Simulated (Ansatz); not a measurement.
# CdO (Monteponite) (Fm-3m) in Ansatz: further runs

Runs on CdO (Monteponite). Level: PBEsol. Tasks: relaxation of cell and atoms.

Everything below comes from runs of Ansatz 0.2.0. Logs are shortened: lines on timing, memory, paths and dates and some standing lists are left out, and cuts for length are marked.

### 1 Starting point

It takes space group Fm-3m (No. 225, cubic). The conventional cell has a = 4.699 Å, b = 4.699 Å, c = 4.699 Å, α = 90.00°, β = 90.00°, γ = 90.00°. Cd (site symmetry m-3m) has 6 O at 2.35 Å as nearest neighbours. O (site symmetry m-3m) has 6 Cd at 2.35 Å as nearest neighbours.

### 2 Relaxation of cell and atoms, PBEsol, target pressure 20 GPa, at which the enthalpy is minimised

Input file input.yaml:

```yaml
crystal:
  lattice:
    - [0.0, 2.3495, 2.3495]
    - [2.3495, 0.0, 2.3495]
    - [2.3495, 2.3495, 0.0]
  atoms:
    - { symbol: Cd, position: [0.0, 0.0, 0.0] }
    - { symbol: O, position: [0.5, 0.5, 0.5] }
kpoints:
  mp_grid: { grid: [10, 10, 10] }
scf:
  occupations: { method: fermi_dirac, width: 0.05 }
hamiltonian:
  xc: pbesol
  pseudopotentials: { kind: all_electron, lapw: { basis_error: 0.001 } }
output:
  forces: true
  stress: true
relax:
  f_tol: 0.02
  max_steps: 60
  cell: { p_target: 20 }
```

Potentials or basis: all-electron LAPW, scalar-relativistic.

Started as:

```console
ansatz run input.yaml --threads 1 --pin off --max-ram 3072MiB --backend cpu --events-out ev --progress --plain --runs-dir out
```

Log:

```text
Warning: RAYON_NUM_THREADS=1 ignored (pool sized by the plan → 1); use --threads N
The last accepted step is kept in <dir> (removed where the run ends without a failure and the disk answers)
LAPW: plane waves up to 9.257 Å⁻¹, error target 1.0e-3 eV per atom; small_component_spin mean_spin; O in spheres of 1.013 Å, 8 of its electrons in bands, Dirac shells []; Cd in spheres of 1.266 Å, 30 of its electrons in bands, Dirac shells [] (how accurate: hamiltonian.pseudopotentials.lapw.basis_error, Limitations)
Engine: ansatz 0.2.0, x86_64-unknown-linux-gnu
Pseudopotentials: kind: all_electron
Pseudopotential: Cd, LAPW, valence charge 30, lapw/all_electron/scalar/gaussian/Cd, Koelling and Harmon's equation, gaussian nucleus
Pseudopotential: O, LAPW, valence charge 8, lapw/all_electron/scalar/gaussian/O, Koelling and Harmon's equation, gaussian nucleus
Functional definition: PBEsol
  exchange = pbesol_x
  correlation = pbesol_c
Crystal: 2 atoms, lattice volume = 25.939 Å³
Basis set: ecut = 326.48463960444275 eV, 331 PW (Γ), exchange–correlation at level 2
Bands: 23, of which v1, the nominal top of the filled ones, is band 19 counted from 1 (18 counted from 0)
Symmetry: 48 space group operations
Space group: Fm-3m (ITA 225), of the structure as read, at distance tolerance 3.0e-5 Å
k-points: 47 of 1000
Non-local potential: Cd, projectors of the file, none
Non-local potential: O, projectors of the file, none
Initial density: superposition of atomic densities (chi_scale 0.1, normalization cell, long waves kept (reshape's long-wave potential 0.00 eV rms))
Initial wavefunctions: plane waves of lowest kinetic energy (no species holds an atomic orbital)
Functional: x = pbesol(κ = 0.804, μ = 0.12345679012345678), c = pbesol(β = 0.046)
iter 1 solved again at ethr=8.62e-3 eV; its pass at ethr=1.00e-1 eV (dr2=3.28e0 eV) is discarded
SCF iter   1: F=—  HF=-154208.075801 eV  |F-HF|=—  |Δ(HF+E_count)|=         —  Δρ=9.55e-2  dr2=3.28e0  ethr=8.62e-3  ⟨swp⟩=2.0  Hψ=6346  notcnv=0
preconditioner: auto → none  [insulator: Δε(μ)=0.933 eV  Ē_g=15.405 eV  σ=0.050 eV  W_gap=1.00  n_scr=14 (ndim 8)  ℏωp=30.9 eV  f_vac=0.003  D(μ)=0.00/eV (n_scr^D=0)  ε∞_Penn≈5.0]
SCF iter   2: F=—  HF=-154207.371416 eV  |F-HF|=—  |Δ(HF+E_count)|=   7.04e-1  Δρ=5.06e-2  dr2=7.26e-1  ethr=8.62e-3  ⟨swp⟩=3.0  Hψ=3251  notcnv=0
SCF iter   3: F=—  HF=-154206.463619 eV  |F-HF|=—  |Δ(HF+E_count)|=   9.08e-1  Δρ=1.43e-2  dr2=7.62e-2  ethr=1.91e-3  ⟨swp⟩=3.0  Hψ=3476  notcnv=0
iter 4 solved again at ethr=6.84e-6 eV; its pass at ethr=2.01e-4 eV (dr2=2.60e-3 eV) is discarded
SCF iter   4: F=—  HF=-154206.446079 eV  |F-HF|=—  |Δ(HF+E_count)|=   1.75e-2  Δρ=2.64e-3  dr2=2.60e-3  ethr=6.84e-6  ⟨swp⟩=2.0  Hψ=5501  notcnv=0
SCF iter   5: F=—  HF=-154206.443265 eV  |F-HF|=—  |Δ(HF+E_count)|=   2.81e-3  Δρ=1.39e-3  dr2=6.98e-4  ethr=6.84e-6  ⟨swp⟩=2.0  Hψ=3104  notcnv=0
SCF iter   6: F=—  HF=-154206.442932 eV  |F-HF|=—  |Δ(HF+E_count)|=   3.33e-4  Δρ=1.53e-4  dr2=6.34e-6  ethr=1.84e-6  ⟨swp⟩=2.0  Hψ=3104  notcnv=0
SCF iter   7: F=-154206.442934 eV  HF=-154206.442934 eV  |F-HF|=9.90e-9  |Δ(HF+E_count)|=   2.29e-6  Δρ=9.12e-6  dr2=7.23e-9  ethr=1.67e-8  ⟨swp⟩=2.0  Hψ=3104  notcnv=0
SCF 1 converged in 7 iterations: F = -154206.442934 eV  dr2 = 7.23e-9
relax step   1: F+E_penalty+E_count = -154206.44293399 eV  Δ(F+E_penalty+E_count) = +0.000e0 eV  max|allowed force component| = 1.726e-31 eV/Å  Δτ_max = 0.0000 Å  P = -0.778 GPa  Ω = 25.939 Å³  (7 SCF iters, accepted)
Crystal: 2 atoms, lattice volume = 22.328 Å³
Basis set: ecut = 360.8057199563533 eV, 331 PW (Γ), exchange–correlation at level 2
Initial density: handed on by an earlier stage of this run
Initial wavefunctions: those handed on with the density
iter 1 solved again at ethr=1.39e-5 eV; its pass at ethr=1.00e-1 eV (dr2=5.30e-3 eV) is discarded
SCF iter   1: F=—  HF=-154206.168002 eV  |F-HF|=—  |Δ(HF+E_count)|=         —  Δρ=4.85e-3  dr2=5.30e-3  ethr=1.39e-5  ⟨swp⟩=3.7  Hψ=5668  notcnv=0
preconditioner: auto → none  [insulator: Δε(μ)=0.775 eV  Ē_g=16.616 eV  σ=0.050 eV  W_gap=0.95  n_scr=14 (ndim 8)  ℏωp=33.3 eV  f_vac=0.011  D(μ)=0.04/eV (n_scr^D=0)  ε∞_Penn≈5.0]
SCF iter   2: F=—  HF=-154206.163938 eV  |F-HF|=—  |Δ(HF+E_count)|=   4.06e-3  Δρ=1.57e-3  dr2=5.53e-4  ethr=1.39e-5  ⟨swp⟩=2.0  Hψ=3103  notcnv=0
SCF iter   3: F=—  HF=-154206.163609 eV  |F-HF|=—  |Δ(HF+E_count)|=   3.29e-4  Δρ=8.57e-4  dr2=1.87e-4  ethr=1.46e-6  ⟨swp⟩=2.0  Hψ=3103  notcnv=0
SCF iter   4: F=—  HF=-154206.163580 eV  |F-HF|=—  |Δ(HF+E_count)|=   2.88e-5  Δρ=3.82e-4  dr2=3.37e-5  ethr=4.93e-7  ⟨swp⟩=2.3  Hψ=3129  notcnv=0
iter 5 solved again at ethr=1.15e-9 eV; its pass at ethr=8.88e-8 eV (dr2=4.37e-7 eV) is discarded
SCF iter   5: F=—  HF=-154206.163554 eV  |F-HF|=—  |Δ(HF+E_count)|=   2.66e-5  Δρ=5.23e-5  dr2=4.37e-7  ethr=1.15e-9  ⟨swp⟩=2.0  Hψ=5360  notcnv=0
SCF iter   6: F=-154206.163554 eV  HF=-154206.163554 eV  |F-HF|=4.37e-9  |Δ(HF+E_count)|=   2.25e-7  Δρ=6.09e-6  dr2=5.45e-9  ethr=1.15e-9  ⟨swp⟩=3.0  Hψ=3188  notcnv=0
SCF 2 converged in 6 iterations: F = -154206.163554 eV  dr2 = 5.45e-9
relax step   2: F+E_penalty+E_count = -154206.16355394 eV  Δ(F+E_penalty+E_count) = +2.794e-1 eV  max|allowed force component| = 4.930e-31 eV/Å  Δτ_max = 0.0000 Å  P = +29.673 GPa  Ω = 22.328 Å³  (6 SCF iters, accepted)
Crystal: 2 atoms, lattice volume = 23.360 Å³
Basis set: ecut = 350.08974102374276 eV, 331 PW (Γ), exchange–correlation at level 2
iter 1 solved again at ethr=1.00e-6 eV; its pass at ethr=1.00e-1 eV (dr2=3.81e-4 eV) is discarded
SCF iter   1: F=—  HF=-154206.317125 eV  |F-HF|=—  |Δ(HF+E_count)|=         —  Δρ=1.34e-3  dr2=3.96e-4  ethr=1.00e-6  ⟨swp⟩=4.0  Hψ=5833  notcnv=0
preconditioner: auto → none  [insulator: Δε(μ)=0.663 eV  Ē_g=16.142 eV  σ=0.050 eV  W_gap=0.95  n_scr=14 (ndim 8)  ℏωp=32.6 eV  f_vac=0.029  D(μ)=0.04/eV (n_scr^D=0)  ε∞_Penn≈5.1]
SCF iter   2: F=—  HF=-154206.316775 eV  |F-HF|=—  |Δ(HF+E_count)|=   3.50e-4  Δρ=5.02e-4  dr2=7.11e-5  ethr=1.00e-6  ⟨swp⟩=2.0  Hψ=3103  notcnv=0
SCF iter   3: F=—  HF=-154206.316748 eV  |F-HF|=—  |Δ(HF+E_count)|=   2.75e-5  Δρ=2.37e-4  dr2=1.14e-5  ethr=1.87e-7  ⟨swp⟩=2.0  Hψ=3103  notcnv=0
SCF iter   4: F=—  HF=-154206.316747 eV  |F-HF|=—  |Δ(HF+E_count)|=   8.84e-7  Δρ=9.98e-5  dr2=2.94e-6  ethr=3.01e-8  ⟨swp⟩=2.6  Hψ=3148  notcnv=0
iter 5 solved again at ethr=1.48e-10 eV; its pass at ethr=7.75e-9 eV (dr2=5.64e-8 eV) is discarded
SCF iter   5: F=—  HF=-154206.316745 eV  |F-HF|=—  |Δ(HF+E_count)|=   2.46e-6  Δρ=1.72e-5  dr2=5.64e-8  ethr=1.48e-10  ⟨swp⟩=2.0  Hψ=5358  notcnv=0
SCF iter   6: F=-154206.316745 eV  HF=-154206.316745 eV  |F-HF|=5.82e-10  |Δ(HF+E_count)|=   7.97e-9  Δρ=2.17e-6  dr2=8.02e-10  ethr=1.48e-10  ⟨swp⟩=2.7  Hψ=3134  notcnv=0
SCF 3 converged in 6 iterations: F = -154206.316745 eV  dr2 = 8.02e-10
relax step   3: F+E_penalty+E_count = -154206.31674464 eV  Δ(F+E_penalty+E_count) = -1.532e-1 eV  max|allowed force component| = 1.282e-30 eV/Å  Δτ_max = 0.0000 Å  P = +18.298 GPa  Ω = 23.360 Å³  (6 SCF iters, accepted)
Crystal: 2 atoms, lattice volume = 23.200 Å³
Basis set: ecut = 351.7037047309449 eV, 331 PW (Γ), exchange–correlation at level 2
iter 1 solved again at ethr=1.61e-8 eV; its pass at ethr=1.00e-1 eV (dr2=6.13e-6 eV) is discarded
SCF iter   1: F=—  HF=-154206.297616 eV  |F-HF|=—  |Δ(HF+E_count)|=         —  Δρ=2.08e-4  dr2=9.73e-6  ethr=1.61e-8  ⟨swp⟩=5.0  Hψ=5910  notcnv=0
preconditioner: auto → none  [insulator: Δε(μ)=0.685 eV  Ē_g=16.221 eV  σ=0.050 eV  W_gap=0.95  n_scr=14 (ndim 8)  ℏωp=32.7 eV  f_vac=0.021  D(μ)=0.04/eV (n_scr^D=0)  ε∞_Penn≈5.1]
SCF iter   2: F=—  HF=-154206.297606 eV  |F-HF|=—  |Δ(HF+E_count)|=   9.66e-6  Δρ=7.31e-5  dr2=1.42e-6  ethr=1.61e-8  ⟨swp⟩=2.0  Hψ=3103  notcnv=0
SCF iter   3: F=—  HF=-154206.297606 eV  |F-HF|=—  |Δ(HF+E_count)|=   6.78e-7  Δρ=3.41e-5  dr2=2.58e-7  ethr=3.73e-9  ⟨swp⟩=2.0  Hψ=3103  notcnv=0
iter 4 solved again at ethr=1.65e-11 eV; its pass at ethr=6.80e-10 eV (dr2=6.27e-9 eV) is discarded
SCF iter   4: F=-154206.297606 eV  HF=-154206.297606 eV  |F-HF|=1.65e-8  |Δ(HF+E_count)|=   5.78e-8  Δρ=4.79e-6  dr2=6.25e-9  ethr=1.65e-11  ⟨swp⟩=2.0  Hψ=5313  notcnv=0
SCF 4 converged in 4 iterations: F = -154206.297606 eV  dr2 = 6.25e-9
relax step   4: F+E_penalty+E_count = -154206.29760572 eV  Δ(F+E_penalty+E_count) = +1.914e-2 eV  max|allowed force component| = 1.068e-30 eV/Å  Δτ_max = 0.0000 Å  P = +19.896 GPa  Ω = 23.200 Å³  (4 SCF iters, accepted)
Crystal: 2 atoms, lattice volume = 23.189 Å³
Basis set: ecut = 351.8087769729676 eV, 331 PW (Γ), exchange–correlation at level 2
iter 1 solved again at ethr=1.21e-10 eV; its pass at ethr=1.00e-1 eV (dr2=4.59e-8 eV) is discarded
SCF iter   1: F=—  HF=-154206.296313 eV  |F-HF|=—  |Δ(HF+E_count)|=         —  Δρ=1.66e-5  dr2=6.87e-8  ethr=1.21e-10  ⟨swp⟩=5.0  Hψ=5866  notcnv=0
preconditioner: auto → none  [insulator: Δε(μ)=0.685 eV  Ē_g=16.223 eV  σ=0.050 eV  W_gap=0.95  n_scr=14 (ndim 8)  ℏωp=32.7 eV  f_vac=0.021  D(μ)=0.04/eV (n_scr^D=0)  ε∞_Penn≈5.1]
SCF iter   2: F=-154206.296312 eV  HF=-154206.296312 eV  |F-HF|=9.90e-9  |Δ(HF+E_count)|=   1.50e-6  Δρ=6.08e-6  dr2=7.16e-9  ethr=1.21e-10  ⟨swp⟩=2.0  Hψ=3103  notcnv=0
SCF 5 converged in 2 iterations: F = -154206.296312 eV  dr2 = 7.16e-9
relax step   5: F+E_penalty+E_count = -154206.29631183 eV  Δ(F+E_penalty+E_count) = +1.294e-3 eV  max|allowed force component| = 9.729e-30 eV/Å  Δτ_max = 0.0000 Å  P = +20.000 GPa  Ω = 23.189 Å³  (2 SCF iters, accepted)
iter 1 solved again at ethr=1.82e-11 eV; its pass at ethr=1.00e-1 eV (dr2=6.93e-9 eV) is discarded
SCF iter   1: F=—  HF=-154206.296313 eV  |F-HF|=—  |Δ(HF+E_count)|=         —  Δρ=6.09e-6  dr2=7.17e-9  ethr=1.82e-11  ⟨swp⟩=3.5  Hψ=5592  notcnv=0
SCF iter   2: F=-154206.296312 eV  HF=-154206.296312 eV  |F-HF|=3.41e-9  |Δ(HF+E_count)|=   1.48e-6  Δρ=4.04e-6  dr2=4.60e-9  ethr=1.82e-11  ⟨swp⟩=3.0  Hψ=3417  notcnv=0
SCF 6 converged in 2 iterations: F = -154206.296312 eV  dr2 = 4.60e-9
relax step   6: F+E_penalty+E_count = -154206.29631169 eV  Δ(F+E_penalty+E_count) = +1.379e-7 eV  max|allowed force component| = 8.940e-30 eV/Å  Δτ_max = 0.0000 Å  P = +20.001 GPa  Ω = 23.189 Å³  stress off target by 6.63e-4 GPa  SCF on the basis re-selected at this cell (its energy is not comparable with the rows above)  (2 SCF iters)
basis re-selected at this cell: Δ(F+E_penalty+E_count) = +1.379e-7 eV, ΔP = +0.001 GPa vs the last step (what re-selecting the basis moved, after the strain that the cell walked since its last selection, with what the two solves' SCF thresholds leave and, on support functions, any second-order correction that the steps lacked; it is no measure of the basis error at this ecutwfc). This SCF's stress stands 6.63e-4 GPa from its target on what of the cell is left free (relax.cell.stress_tol is 5.00e-2 GPa) and its largest allowed force component is 8.94e-30 eV/Å (relax.f_tol is 2.00e-2 eV/Å): within both
SCF converged after 2 iterations
Free energy (F): -154206.296312 eV
Harris-Foulkes:  -154206.296312 eV  (|F-HF|=3.41e-9)
Internal energy: -154206.295811 eV  (E = F + TS)
E sigma→0 (E₀):  -154206.296061 eV
Entropy (-TS):   -0.000501 eV (-0.250 meV/atom)
Fermi energy:    16.211379 eV
--- Per-component energies (eV) ---
  E_band       = -4962.595516
  E_kinetic    = 161434.446440
  E_xc         = -4366.756815
  E_electrostatic = -311273.985435  (all electrons and nuclei)
  E_smearing   = -0.000501  (= −TS)
  E_closure    = 0.000000  (closes the sum)
  E_atoms      = -154197.890198  (free atoms, spherical and without spin; not in F)
  Σ components = -154206.296312   (vs F -154206.296312, Δ=0.00e0)
  Basis errors (estimates in eV, not in F): energy 3.9e-4 per atom: plane waves 3.5e-4 (2.0e-4 summed), levels above the bands 3.0e-102, relativity 3.1e-8, radial functions 3.5e-5, core shells 3.3e-7; eigenvalues (radial functions only) 4.0e-5; not estimated: angular momenta, meshes, grids; target (lapw.basis_error) 1.0e-3; muffin-tin radii O 0.976 Å, Cd 1.219 Å
--- Forces (eV/Å), atoms counted from 1 ---
  atom   1  Cd    -0.00000000     0.00000000    -0.00000000
  atom   2  O      0.00000000    -0.00000000    -0.00000000
  max |Σ_I F_I| component: 1.10e-29 eV/Å
--- Stress (GPa, compression-positive) ---
       20.000663      -0.000000      -0.000000
       -0.000000      20.000663       0.000000
       -0.000000       0.000000      20.000663
  P = ⅓ Tr σ = 20.0007 GPa (200.007 kbar)
--- Relaxed structure (5 steps of the walk, 5 accepted, 1 SCFs on fresh bases) ---
  F+E_penalty+E_count = -154206.29631169 eV   max|allowed force component| = 8.940e-30 eV/Å   (the final SCF, on the basis selected at the relaxed cell)
  cell:  # Å, volume = 23.1895 Å³
    - [-6.1823059473835125e-34, 2.263359242485683, 2.263359242485683]
    - [2.263359242485683, -1.1086601529045514e-33, 2.263359242485683]
    - [2.263359242485683, 2.263359242485683, -1.5222423948275575e-33]
  atoms:
    - { symbol: Cd, position: [-6.190586692560265e-36, 2.5616220796788643e-36, 1.1954236371841692e-35] }
    - { symbol: O, position: [0.49999999999999994, 0.49999999999999994, 0.49999999999999994] }
```

Wall time 35 s (1 thread of Intel Xeon Platinum 8375C at 2.90GHz (Ice Lake), shared host); peak memory 0.37 GiB.

What came out:

| Property | Result |
| --- | --- |
| Free energy | -154206.2963 eV |
| Relaxed volume | 11.59 Å³/atom |
| Relaxed cell | a = 3.201 Å, b = 3.201 Å, c = 3.201 Å, α = 60.00°, β = 60.00°, γ = 60.00° |
| Space group after relaxing (to 0.05 Å) | Fm-3m (No. 225) |
| Energy change on relaxing (the enthalpy is what falls) | +73.3 meV/atom |
| Ionic steps | 6 |
| Pressure after relaxing | 20.0 GPa |

Step by step:
| step | energy change (eV) | largest force (eV/Å) | volume (Å³) |
| --- | --- | --- | --- |
| 1 | 0.0000 | 0.0000 | 25.94 |
| 2 | 0.2794 | 0.0000 | 22.33 |
| 3 | 0.1262 | 0.0000 | 23.36 |
| 4 | 0.1453 | 0.0000 | 23.20 |
| 5 | 0.1466 | 0.0000 | 23.19 |
| 6 | 0.1466 | 0.0000 | 23.19 |

Final structure:
```xyz
2
Lattice="0.0000 2.2634 2.2634 2.2634 0.0000 2.2634 2.2634 2.2634 0.0000" Properties=species:S:1:pos:R:3 pbc="T T T"
Cd    0.0000    0.0000    0.0000
O     2.2634    2.2634    2.2634
```

### 3 Relaxation of cell and atoms, PBEsol, target pressure 30 GPa, at which the enthalpy is minimised

input.yaml: that of step 2 with these lines changed.

```diff
@@ -21,2 +21,2 @@
   max_steps: 60
-  cell: { p_target: 20 }
+  cell: { p_target: 30 }
```

Potentials or basis: all-electron LAPW, scalar-relativistic.

Started as:

```console
ansatz run input.yaml --threads 1 --pin off --max-ram 3072MiB --backend cpu --events-out ev --progress --plain --runs-dir out
```

Log:

```text
Warning: RAYON_NUM_THREADS=1 ignored (pool sized by the plan → 1); use --threads N
[... 1 set-up line as earlier in the session ...]
LAPW: plane waves up to 9.257 Å⁻¹, error target 1.0e-3 eV per atom; small_component_spin mean_spin; O in spheres of 1.013 Å, 8 of its electrons in bands, Dirac shells []; Cd in spheres of 1.266 Å, 30 of its electrons in bands, Dirac shells [] (how accurate: hamiltonian.pseudopotentials.lapw.basis_error, Limitations)
[... 7 set-up lines as earlier in the session ...]
Crystal: 2 atoms, lattice volume = 25.939 Å³
Basis set: ecut = 326.48463960444275 eV, 331 PW (Γ), exchange–correlation at level 2
Bands: 23, of which v1, the nominal top of the filled ones, is band 19 counted from 1 (18 counted from 0)
[... 2 set-up lines as earlier in the session ...]
k-points: 47 of 1000
[... 5 set-up lines as earlier in the session ...]
iter 1 solved again at ethr=8.62e-3 eV; its pass at ethr=1.00e-1 eV (dr2=3.28e0 eV) is discarded
[... 50 lines left out ...]
SCF converged after 2 iterations
Free energy (F): -154206.158630 eV
Harris-Foulkes:  -154206.158630 eV  (|F-HF|=3.78e-10)
Internal energy: -154206.158140 eV  (E = F + TS)
E sigma→0 (E₀):  -154206.158385 eV
Entropy (-TS):   -0.000490 eV (-0.245 meV/atom)
Fermi energy:    17.178090 eV
--- Per-component energies (eV) ---
  E_band       = -4930.056558
  E_kinetic    = 161438.109108
  E_xc         = -4367.597332
  E_electrostatic = -311276.669916  (all electrons and nuclei)
  E_smearing   = -0.000490  (= −TS)
  E_closure    = 0.000000  (closes the sum)
  E_atoms      = -154197.890198  (free atoms, spherical and without spin; not in F)
  Σ components = -154206.158630   (vs F -154206.158630, Δ=0.00e0)
  Basis errors (estimates in eV, not in F): energy 4.0e-4 per atom: plane waves 3.6e-4 (2.0e-4 summed), levels above the bands 9.9e-105, relativity 2.7e-8, radial functions 3.7e-5, core shells 4.8e-7; eigenvalues (radial functions only) 4.0e-5; not estimated: angular momenta, meshes, grids; target (lapw.basis_error) 1.0e-3; muffin-tin radii O 0.964 Å, Cd 1.204 Å
--- Forces (eV/Å), atoms counted from 1 ---
  atom   1  Cd    -0.00000000     0.00000000    -0.00000000
  atom   2  O      0.00000000    -0.00000000     0.00000000
  max |Σ_I F_I| component: 1.17e-30 eV/Å
--- Stress (GPa, compression-positive) ---
       30.000312      -0.000000      -0.000000
       -0.000000      30.000312      -0.000000
       -0.000000      -0.000000      30.000312
  P = ⅓ Tr σ = 30.0003 GPa (300.003 kbar)
--- Relaxed structure (4 steps of the walk, 4 accepted, 1 SCFs on fresh bases) ---
  F+E_penalty+E_count = -154206.15863032 eV   max|allowed force component| = 1.085e-30 eV/Å   (the final SCF, on the basis selected at the relaxed cell)
  cell:  # Å, volume = 22.3011 Å³
    - [-7.072596567413428e-34, 2.2340794356562355, 2.2340794356562355]
    - [2.2340794356562355, -2.0511640304175546e-33, 2.2340794356562355]
    - [2.2340794356562355, 2.2340794356562355, -9.235361809623257e-34]
  atoms:
    - { symbol: Cd, position: [-3.8424331195198956e-36, 8.325271758960604e-36, 4.9097756527204845e-36] }
    - { symbol: O, position: [0.5, 0.5, 0.5] }
```

Wall time 24 s (1 thread of Intel Xeon Platinum 8375C at 2.90GHz (Ice Lake), shared host); peak memory 0.38 GiB.

What came out:

```
Free energy                                            : -154206.1586 eV
Relaxed volume                                         : 11.15 Å³/atom
Relaxed cell                                           : a = 3.159 Å, b = 3.159 Å, c = 3.159 Å, α = 60.00°, β = 60.00°, γ = 60.00°
Space group after relaxing (to 0.05 Å)                 : Fm-3m (No. 225)
Energy change on relaxing (the enthalpy is what falls) : +142.2 meV/atom
Ionic steps                                            : 5
Pressure after relaxing                                : 30.0 GPa
```

Step by step:
```csv
step,energy change (eV),largest force (eV/Å),volume (Å³)
1,0.0000,0.0000,25.94
2,0.2794,0.0000,22.33
3,0.2856,0.0000,22.29
4,0.2843,0.0000,22.30
5,0.2843,0.0000,22.30
```

Final structure:
```yaml
crystal:
  lattice:
    - [0.00000, 2.23408, 2.23408]
    - [2.23408, 0.00000, 2.23408]
    - [2.23408, 2.23408, 0.00000]
  atoms:
    - { symbol: Cd, position: [0.00000, 0.00000, 0.00000] }
    - { symbol: O, position: [0.50000, 0.50000, 0.50000] }
```
